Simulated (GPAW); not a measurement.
**Core-hole calculation of the C K edge in rock-salt (TiC)₁₋ₓ(ZrC)ₓ at x = 1**

What does the C K edge look like in rock-salt (TiC)₁₋ₓ(ZrC)ₓ at x = 1?

Calculated with GPAW 26.7.0; X-ray absorption from dipole matrix elements to empty bands, plane-wave PAW PBE.

Report form: the programs' logs are mostly left out.

## (1) Starting point

The structure is cubic, space group Fm-3m (No. 225). The conventional cell has a = 4.700 Å, b = 4.700 Å, c = 4.700 Å, α = 90.00°, β = 90.00°, γ = 90.00°. Nearest to Zr lie 6 C at 2.35 Å. Nearest to C lie 6 Zr at 2.35 Å. 16-atom rock-salt cell, 8 of 8 Ti sites taken by Zr at random, lattice constants typed for the ends and interpolated (Vegard). Farther neighbours are not listed.

Coordinates:

```cif
data_structure
_symmetry_space_group_name_H-M 'Fm-3m'
_symmetry_Int_Tables_number 225
_cell_length_a 4.7000
_cell_length_b 4.7000
_cell_length_c 4.7000
_cell_angle_alpha 90.000
_cell_angle_beta 90.000
_cell_angle_gamma 90.000
_cell_volume 103.82
loop_
_atom_site_label
_atom_site_type_symbol
_atom_site_symmetry_multiplicity
_atom_site_Wyckoff_symbol
_atom_site_fract_x
_atom_site_fract_y
_atom_site_fract_z
_atom_site_occupancy
Zr1 Zr 4 a 0.00000 0.00000 0.00000 1
C1 C 4 b 0.00000 0.00000 0.50000 1
```

## (2) The field without a hole

A plain self-consistent run shows whether there is a gap, which decides the set-up of the core-hole run.

Contents of scf.py:

```python
import numpy as np
from ase import Atoms
from ase.parallel import parprint, paropen
from gpaw import GPAW, PW, FermiDirac, Mixer, MixerDif, setup_paths
from gpaw.test import gen
setup_paths.insert(0, '.')
gen('C', name='nch1s', xcname='PBE', corehole=(1, 0, 0), write_xml=True)
from gpaw.mpi import world
world.barrier()

atoms = Atoms('ZrCZrCZrCZrCZrCZrCZrCZrC',
    cell=[[0, 4.7, 4.7],
     [4.7, 0, 4.7],
     [4.7, 4.7, 0]],
    scaled_positions=[[0, 0, 0],
     [0.75, 0.25, 0.25],
     [0, 0, 0.5],
     [0.75, 0.25, 0.75],
     [0, 0.5, 0],
     [0.75, 0.75, 0.25],
     [1, 0.5, 0.5],
     [0.75, 0.75, 0.75],
     [0.5, 0, 0],
     [0.25, 0.25, 0.25],
     [0.5, 1, 0.5],
     [0.25, 0.25, 0.75],
     [0.5, 0.5, 0],
     [0.25, 0.75, 0.25],
     [0.5, 0.5, 0.5],
     [0.25, 0.75, 0.75]],
    pbc=True)
atoms.calc = calc = GPAW(legacy_gpaw=True, mode=PW(500, force_complex_dtype=True), xc='PBE', setups={1: 'nch1s'},
    kpts={'size': (5, 5, 5), 'gamma': True}, occupations=FermiDirac(0.05),
    charge=0, mixer=Mixer(0.1, 5, 50), maxiter=150,
    convergence={'density': 0.0001, 'eigenstates': 1e-6}, txt='scf.txt')
energy = atoms.get_potential_energy() + calc.get_reference_energy()
ef = calc.get_fermi_level()
out = dict(energy=energy, fermi=ef, forces=atoms.get_forces().tolist())
parprint(f'all-electron energy {energy:.4f} eV, Fermi level {ef:.4f} eV')
ev = np.array([[calc.get_eigenvalues(k, s) for k in range(len(calc.get_ibz_k_points()))] for s in range(calc.get_number_of_spins())])
out['homo'], out['lumo'], out['counts'] = ev[ev < ef].max(), ev[ev > ef].min(), sorted(set((ev < ef).sum((0, 2)).tolist()))
out['filled'] = (ev[:, 0] < ef).sum(1).tolist()
import json
with paropen('out.json', 'w') as f:
    json.dump(out, f)
```

Started as:

```sh
OMP_NUM_THREADS=1 mpirun -n 4 gpaw python scf.py
```

Run time: 94 s. Hardware: 4 MPI ranks of Arm Neoverse V1, shared host; peak memory 0.37 GiB; 6.3 min of CPU time.

The mesh shows no gap, so the system is treated as a metal and the core electron is put at the Fermi level (neutral cell).

## (3) Cell without a hole, the energy reference

The photon energy needs a difference of total energies, so the cell and mesh of the coming hole run are first run without a hole.

scf.py: that of step 2 with these lines changed.

```diff
@@ -20,3 +20,3 @@
      [0.75, 0.75, 0.25],
-     [1, 0.5, 0.5],
+     [0, 0.5, 0.5],
      [0.75, 0.75, 0.75],
@@ -24,3 +24,3 @@
      [0.25, 0.25, 0.25],
-     [0.5, 1, 0.5],
+     [0.5, 0, 0.5],
      [0.25, 0.25, 0.75],
@@ -32,3 +32,3 @@
 atoms.calc = calc = GPAW(legacy_gpaw=True, mode=PW(500, force_complex_dtype=True), xc='PBE', setups={1: 'nch1s'},
-    kpts={'size': (5, 5, 5), 'gamma': True}, occupations=FermiDirac(0.05),
+    kpts={'size': (4, 4, 4), 'gamma': True}, occupations=FermiDirac(0.1),
     charge=0, mixer=Mixer(0.1, 5, 50), maxiter=150,
```

Wall time 81 s (4 MPI ranks); peak memory 0.36 GiB.

Reference energy: -791516.552 eV with the cores included.

## (4) Spectrum with XCH, C atom 2

The holes are 6.6 Å apart. In GPAW the data set carries the hole's charge, so charge=0 means a charged cell and charge=-1 a neutral one. The excited electron is kept in the cell, where it fills the lowest empty states and screens the hole. After the field has converged, empty bands are computed with the density fixed and the dipole matrix elements are summed.

The absorber has 6 Zr at 2.35 Å (octahedral).

Contents of xas.py:

```python
import numpy as np
from ase import Atoms
from ase.parallel import parprint, paropen
from gpaw import GPAW, PW, FermiDirac, Mixer, MixerDif, setup_paths
from gpaw.test import gen
setup_paths.insert(0, '.')
gen('C', name='fch1s', xcname='PBE', corehole=(1, 0, 1), write_xml=True)
from gpaw.mpi import world
world.barrier()

atoms = Atoms('ZrCZrCZrCZrCZrCZrCZrCZrC',
    cell=[[0, 4.7, 4.7],
     [4.7, 0, 4.7],
     [4.7, 4.7, 0]],
    scaled_positions=[[0, 0, 0],
     [0.75, 0.25, 0.25],
     [0, 0, 0.5],
     [0.75, 0.25, 0.75],
     [0, 0.5, 0],
     [0.75, 0.75, 0.25],
     [0, 0.5, 0.5],
     [0.75, 0.75, 0.75],
     [0.5, 0, 0],
     [0.25, 0.25, 0.25],
     [0.5, 0, 0.5],
     [0.25, 0.25, 0.75],
     [0.5, 0.5, 0],
     [0.25, 0.75, 0.25],
     [0.5, 0.5, 0.5],
     [0.25, 0.75, 0.75]],
    pbc=True)
atoms.calc = calc = GPAW(legacy_gpaw=True, mode=PW(500, force_complex_dtype=True), xc='PBE', setups={1: 'fch1s'},
    kpts={'size': (4, 4, 4), 'gamma': True}, occupations=FermiDirac(0.1),
    charge=-1, mixer=Mixer(0.1, 5, 50), maxiter=150,
    convergence={'density': 0.0001, 'eigenstates': 1e-6}, txt='scf.txt')
energy = atoms.get_potential_energy() + calc.get_reference_energy()
ef = calc.get_fermi_level()
out = dict(energy=energy, fermi=ef, forces=atoms.get_forces().tolist())
parprint(f'all-electron energy {energy:.4f} eV, Fermi level {ef:.4f} eV')
ev = np.array([[calc.get_eigenvalues(k, s) for k in range(len(calc.get_ibz_k_points()))] for s in range(calc.get_number_of_spins())])
out['homo'], out['lumo'], out['counts'] = ev[ev < ef].max(), ev[ev > ef].min(), sorted(set((ev < ef).sum((0, 2)).tolist()))
out['filled'] = (ev[:, 0] < ef).sum(1).tolist()

from ase.units import Ha
from gpaw.xas import dipole_matrix_elements
nb = int(calc.get_number_of_electrons() / 2) + 148
top, nb = nb, nb + 8 + nb // 12
nscf = calc.fixed_density(kpts={'size': (6, 6, 6), 'gamma': True}, nbands=nb,
    convergence={'bands': top, 'eigenstates': 5e-3}, maxiter=60, txt='nscf.txt')
cell = atoms.cell.array
ops = [cell.T @ U.T @ np.linalg.inv(cell.T) for U in nscf.wfs.kd.symmetry.op_scc]
E = np.arange(-6, 30, 0.1)
fwhm = np.interp(E, [4, 25], [0.9, 3.5])
Y, X, zero, highest = 0, 0, 1e9, 1e9
for spin in range(nscf.get_number_of_spins()):
    wfs = nscf.wfs
    mine = wfs.bd.get_slice()  # this rank's bands
    A = dipole_matrix_elements(wfs.setups[1])
    eps = np.zeros((wfs.kd.nibzkpts, nb))
    d = np.zeros((3, A.shape[1], wfs.kd.nibzkpts, nb), complex)
    for kpt in wfs.kpt_u:
        if kpt.s == spin and 1 in kpt.P_ani:
            eps[kpt.k, mine] = kpt.eps_n * Ha
            d[:, :, kpt.k, mine] = (kpt.weight * wfs.nspins / 2) ** 0.5 * np.inner(A, kpt.P_ani[1])
    world.sum(eps)
    world.sum(d)
    T = np.einsum('amkn,bmkn->abkn', d, d.conj()).real
    T = sum(np.einsum('ai,ijkn,bj->abkn', R, T, R) for R in ops) / len(ops)
    empty = eps > ef
    zero, highest = min(zero, eps[empty].min()), min(highest, eps[:, top - 1].min())
    lines = [(eps, T, empty)] if spin == 0 else lines + [(eps, T, empty)]
for eps, T, empty in lines:
    f = np.einsum('aakn->akn', T).reshape(3, -1)
    x = eps.ravel() - zero
    w = np.interp(x, E, fwhm) / 2.35482
    g = np.exp(-0.5 * ((E[:, None] - x) / w) ** 2) / (w * (2 * np.pi) ** 0.5)
    Y = Y + (f * empty.ravel()) @ g.T
    X = X + (f * ~empty.ravel()) @ g.T
out.update(E=E.round(2).tolist(), xas=Y.tolist(), xes=X.tolist(), zero=zero, valid=highest - zero, nk=len(eps), nb=nb)
for i in range(0, len(E), 10):
    parprint(f'{E[i]:7.2f}', *(f'{v:10.3e}' for v in Y[:, i]))
import json
with paropen('out.json', 'w') as f:
    json.dump(out, f)
```

Started as:

```sh
OMP_NUM_THREADS=1 mpirun -n 4 gpaw python xas.py
```

Elapsed: 5.6 min, on 4 MPI ranks; peak memory 0.65 GiB.

The C K spectrum, C atom 2, excited-electron core hole (neutral cell) (energy from the lowest empty level; intensity scaled to a mean of 1 over the first 20 eV):

```
E (eV)  intensity
  -2.0       0.00
  -1.5       0.00
  -1.0       0.01
  -0.5       0.10
   0.0       0.42
   0.5       0.73
   1.0       0.83
   1.5       0.90
   2.0       1.09
   2.5       1.27
   3.0       1.37
   3.5       1.58
   4.0       2.09
   4.5       2.07
   5.0       1.25
   5.5       0.76
   6.0       0.63
   6.5       0.77
   7.0       1.15
   7.5       1.47
   8.0       1.65
   8.5       1.77
   9.0       1.72
   9.5       1.52
  10.0       1.32
  10.5       1.19
  11.0       1.12
  11.5       1.11
  12.0       1.18
  12.5       1.27
  13.0       1.29
  13.5       1.15
  14.0       0.92
  14.5       0.68
  15.0       0.52
  15.5       0.45
  16.0       0.42
  16.5       0.38
  17.0       0.33
  17.5       0.29
  18.0       0.27
  18.5       0.29
  19.0       0.32
  19.5       0.34
  20.0       0.35
  20.5       0.35
  21.0       0.36
  21.5       0.39
  22.0       0.46
  22.5       0.54
  23.0       0.63
  23.5       0.73
  24.0       0.83
  24.5       0.94
  25.0       1.07
  25.5       1.19
  26.0       1.30
  26.5       1.36
  27.0       1.36
  27.5       1.29
  28.0       1.18
  28.5       1.03
  29.0       0.87
  29.5       0.72
```

Main maxima below 24 eV (height): 4.2 eV (2.22), 8.6 eV (1.77) and 12.8 eV (1.30). A K edge sees empty p states; the first features are C p mixed into the empty d states of the Zr neighbours, and the broad ones above probably into the cations' higher empty bands.

The total-energy difference is 287.91 eV. One term is added: -6.71 eV, since the hole is spin-paired here and a spin-polarised one costs that much less in the free atom (computed apart). The photon energy is then 281.20 eV. The functional leaves an error of a few eV in such absolute values.

## (5) What came out

| Quantity | Value |
| --- | --- |
| absorber and edge | C K, atom 2 of the ground-state input (counted from 1) |
| surroundings | 6 Zr at 2.35 Å (octahedral) |
| highest intensity below 16 eV | 4.2 eV above the zero, height 2.22 |
| photon energy of the zero, with the added terms | 281.2 eV (raw 287.9 eV; uncertain by a few eV) |

The C K edge of atom 2, with 6 Zr at 2.35 Å (octahedral), has its highest intensity of the first 16 eV at 4.2 eV above the zero, near 285 eV in photon energy (uncertain by a few eV), 2.2 times the mean level of the first 20 eV (Gaussian full width 0.9 eV up to 4 eV, rising linearly to 3.5 eV at 25 eV).

[Logs are printed without paths, hosts, clocks, repeated set-up lines and the standing remarks that a program may print on its own settings, such as how far it seeks lower states.]

[Hosts, paths, dates, database ids (printed as entryN), source tags and the programs' standing remarks are cut or masked in the printed files.]

[Lists of maxima count a maximum above −3 eV only where it reaches 4 % of the highest in the window and stands out from its surroundings by 2 % of it (1.5 % where it reaches 55 %); shoulders and weaker maxima are passed over, and of the rest the first, up to two pre-edge ones and the few strongest are named.]
